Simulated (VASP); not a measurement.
## Bulk modulus of insulating or semiconducting compounds of the fluorite structure type: LDA against PBE

VASP (plane waves, PAW); cells keep the symmetry of their structure type. Static lattice, from a third-order Birch-Murnaghan fit over five volumes at each level.

Here x stands for PBE B0 and y for LDA B0.

```csv
solid,PBE B0 (GPa),LDA B0 (GPa),cut-off (eV)
SrCl2,33.6,?,520
BaF2,53.2,70.6,520
PbF2,66.6,87.5,520
CaF2,77.5,100.9,520
CdF2,93.4,126.7,520
ZrO2,235.4,269.4,520
HfO2,251.7,288.8,520
```

Fit y of the 6 rows that show it with a straight line. With u = x - 130, the rows have u = -76.80, -63.40, -52.50, -36.60, 105.40, 121.70. Means: u -0.36667, y 157.32. About the means, the sum of products is 42984 and the sum of squares of u is 39933; the slope is their ratio. Least squares gives y = 157.71 + 1.07640·u. Residuals (row less fit): -4.44, -1.97, -0.30, 8.39, -1.76, 0.09; standard error 4.93 (degrees of freedom: 4). The slope is 1.08 with a standard error of 0.025.

### Question
Estimate the missing y (x = 33.6); what did the run itself give?

### Answer
u = -96.40, so y = 157.71 + 1.07640 × (-96.40) = 53.95 GPa. The calculation gives 44.0 GPa, 9.95 GPa below the prediction (4.1 % of the range of y in the table). The row lies outside the fitted rows, so this is an extrapolation. From the scatter of the fitted rows alone, a prediction at this place has a standard error of 5.83 GPa, so the miss is 1.7 times that.

PbF2 is here the β form. ZrO2 is here the high-temperature cubic form, which is unstable at 0 K; the monoclinic form is the stable one. HfO2 is here the high-temperature cubic form, which is unstable at 0 K; the monoclinic form is the stable one. The rows are a random draw from the solids of this series computed here; series whose standard error about the line passes 12 to 30 % of the range of y, or with no trend, aren't shown in this form.
